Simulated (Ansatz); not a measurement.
Geometry optimisation in Ansatz: input, command and trajectory.

```yaml
crystal:
  lattice:
    - [5.6809998619, 3.2799267995, 1.47633]
    - [-5.6809998619, 3.2799267995, 1.47633]
    - [0.0, -6.5598535991, 1.47633]
  atoms:
    - { symbol: Se, position: [0.28066, 0.16251, 0.91818] }
    - { symbol: Se, position: [0.91818, 0.28066, 0.16251] }
    - { symbol: Se, position: [0.16251, 0.91818, 0.28066] }
    - { symbol: Se, position: [0.71934, 0.83749, 0.08182] }
    - { symbol: Se, position: [0.08182, 0.71934, 0.83749] }
    - { symbol: Se, position: [0.83749, 0.08182, 0.71934] }
basis:
  ecutwfc: 500
kpoints:
  mp_grid: { grid: [6, 6, 6] }
hamiltonian:
  xc: r2scan
scf:
  occupations: { method: gaussian, width: 0.02 }
output:
  forces: true
  stress: true
  eigenvalues: true
relax:
  adjacent_minimum: "off"
  f_tol: 0.005
  max_steps: 80
  cell: { stress_tol: 0.05 }
```

```bash
ansatz run input.yaml --threads 1 --pin off --max-ram 2560MiB --backend cpu --events-out ev --progress --plain --runs-dir out
```

Theory: DFT r2SCAN, scalar-relativistic, plane waves, PAW in Ansatz.

Of 9 frames 9 are shown, positions in Å and forces in eV/Å; the SCF threshold varies from step to step. Steps run on the plane waves of an earlier cell, with a Pulay correction in the pressure. The basis is chosen afresh for the last frame, the zero of the energies, and at times for earlier ones too; energy and pressure step there, also at an unchanged geometry. The mark taken_back stands on steps that the optimiser undid.

```xyz
6
Lattice="5.6810 3.2799 1.4763 -5.6810 3.2799 1.4763 0.0000 -6.5599 1.4763" Properties=species:S:1:pos:R:3:forces:R:3 pbc="T T T" step=1 free_energy_over_end_meV_per_atom=6.63 pressure_GPa=1.18
Se    0.6712   -4.5696    2.0098    0.0610    0.0806    0.0520
Se    3.6218    2.8661    2.0098   -0.1003    0.0125    0.0520
Se   -4.2930    1.7035    2.0098    0.0393   -0.0932    0.0520
Se   -0.6712    4.5696    2.4192   -0.0610   -0.0806   -0.0520
Se   -3.6218   -2.8661    2.4192    0.1003   -0.0125   -0.0520
Se    4.2930   -1.7035    2.4192   -0.0393    0.0932   -0.0520
6
Lattice="5.7975 3.3472 1.5255 -5.7975 3.3472 1.5255 0.0000 -6.6943 1.5255" Properties=species:S:1:pos:R:3:forces:R:3 pbc="T T T" step=2 free_energy_over_end_meV_per_atom=1.89 pressure_GPa=-0.19
Se    0.7056   -4.6975    2.0510   -0.0081   -0.0034   -0.0131
Se    3.7154    2.9599    2.0510    0.0070   -0.0053   -0.0131
Se   -4.4210    1.7377    2.0510    0.0011    0.0087   -0.0131
Se   -0.7056    4.6975    2.5256    0.0081    0.0034    0.0131
Se   -3.7154   -2.9599    2.5256   -0.0070    0.0053    0.0131
Se    4.4210   -1.7377    2.5256   -0.0011   -0.0087    0.0131
6
Lattice="5.7531 3.3216 1.5372 -5.7531 3.3216 1.5372 0.0000 -6.6431 1.5372" Properties=species:S:1:pos:R:3:forces:R:3 pbc="T T T" step=3 free_energy_over_end_meV_per_atom=1.05 pressure_GPa=-0.02
Se    0.7031   -4.6440    2.0610   -0.0065   -0.0042    0.0245
Se    3.6703    2.9308    2.0610    0.0069   -0.0035    0.0245
Se   -4.3733    1.7131    2.0610   -0.0004    0.0077    0.0245
Se   -0.7031    4.6440    2.5506    0.0065    0.0042   -0.0245
Se   -3.6703   -2.9308    2.5506   -0.0069    0.0035   -0.0245
Se    4.3733   -1.7131    2.5506    0.0004   -0.0077   -0.0245
6
Lattice="5.5306 3.1931 1.6110 -5.5306 3.1931 1.6110 0.0000 -6.3861 1.6110" Properties=species:S:1:pos:R:3:forces:R:3 pbc="T T T" step=4 free_energy_over_end_meV_per_atom=19.10 pressure_GPa=0.78 taken_back
Se    0.6392   -4.4421    2.2064    0.0850    0.2300   -0.3238
Se    3.5274    2.7746    2.2064   -0.2417   -0.0414   -0.3238
Se   -4.1666    1.6675    2.2064    0.1567   -0.1886   -0.3238
Se   -0.6392    4.4421    2.6267   -0.0850   -0.2300    0.3238
Se   -3.5274   -2.7746    2.6267    0.2417    0.0414    0.3238
Se    4.1666   -1.6675    2.6267   -0.1567    0.1886    0.3238
6
Lattice="5.6893 3.2847 1.5697 -5.6893 3.2847 1.5697 0.0000 -6.5695 1.5697" Properties=species:S:1:pos:R:3:forces:R:3 pbc="T T T" step=5 free_energy_over_end_meV_per_atom=0.28 pressure_GPa=0.14
Se    0.6923   -4.5732    2.1004    0.0019    0.0095    0.0136
Se    3.6144    2.8862    2.1004   -0.0092   -0.0031    0.0136
Se   -4.3067    1.6870    2.1004    0.0072   -0.0064    0.0136
Se   -0.6923    4.5732    2.6086   -0.0019   -0.0095   -0.0136
Se   -3.6144   -2.8862    2.6086    0.0092    0.0031   -0.0136
Se    4.3067   -1.6870    2.6086   -0.0072    0.0064   -0.0136
6
Lattice="5.7004 3.2911 1.5946 -5.7004 3.2911 1.5946 0.0000 -6.5822 1.5946" Properties=species:S:1:pos:R:3:forces:R:3 pbc="T T T" step=6 free_energy_over_end_meV_per_atom=0.28 pressure_GPa=-0.09
Se    0.6789   -4.5805    2.1252    0.0127   -0.0102    0.0002
Se    3.6273    2.8782    2.1252    0.0024    0.0161    0.0002
Se   -4.3063    1.7023    2.1252   -0.0152   -0.0059    0.0002
Se   -0.6789    4.5805    2.6586   -0.0127    0.0102   -0.0002
Se   -3.6273   -2.8782    2.6586   -0.0024   -0.0161   -0.0002
Se    4.3063   -1.7023    2.6586    0.0152    0.0059   -0.0002
6
Lattice="5.6847 3.2820 1.5939 -5.6847 3.2820 1.5939 0.0000 -6.5641 1.5939" Properties=species:S:1:pos:R:3:forces:R:3 pbc="T T T" step=7 free_energy_over_end_meV_per_atom=0.13 pressure_GPa=0.02
Se    0.6879   -4.5668    2.1258    0.0031    0.0042    0.0032
Se    3.6110    2.8791    2.1258   -0.0052    0.0006    0.0032
Se   -4.2989    1.6877    2.1258    0.0021   -0.0048    0.0032
Se   -0.6879    4.5668    2.6559   -0.0031   -0.0042   -0.0032
Se   -3.6110   -2.8791    2.6559    0.0052   -0.0006   -0.0032
Se    4.2989   -1.6877    2.6559   -0.0021    0.0048   -0.0032
6
Lattice="5.6821 3.2806 1.5950 -5.6821 3.2806 1.5950 0.0000 -6.5611 1.5950" Properties=species:S:1:pos:R:3:forces:R:3 pbc="T T T" step=8 free_energy_over_end_meV_per_atom=0.13 pressure_GPa=0.01
Se    0.6890   -4.5638    2.1270    0.0006    0.0014    0.0014
Se    3.6079    2.8786    2.1270   -0.0016   -0.0002    0.0014
Se   -4.2969    1.6852    2.1270    0.0009   -0.0013    0.0014
Se   -0.6890    4.5638    2.6579   -0.0006   -0.0014   -0.0014
Se   -3.6079   -2.8786    2.6579    0.0016    0.0002   -0.0014
Se    4.2969   -1.6852    2.6579   -0.0009    0.0013   -0.0014
6
Lattice="5.6821 3.2806 1.5950 -5.6821 3.2806 1.5950 0.0000 -6.5611 1.5950" Properties=species:S:1:pos:R:3:forces:R:3 pbc="T T T" step=9 free_energy_over_end_meV_per_atom=0.00 pressure_GPa=0.01
Se    0.6890   -4.5638    2.1270    0.0006    0.0014    0.0013
Se    3.6079    2.8786    2.1270   -0.0015   -0.0001    0.0013
Se   -4.2969    1.6852    2.1270    0.0009   -0.0012    0.0013
Se   -0.6890    4.5638    2.6579   -0.0006   -0.0014   -0.0013
Se   -3.6079   -2.8786    2.6579    0.0015    0.0001   -0.0013
Se    4.2969   -1.6852    2.6579   -0.0009    0.0012   -0.0013
```

Time: 5.9 min on 1 thread of Intel(R) Xeon(R) Platinum 8375C CPU @ 2.90GHz (Ice Lake), on a shared host, peak memory 1.2 GiB.

The cell holds molecules, and r2SCAN describes their binding at middle range but leaves out its long-range dispersion part.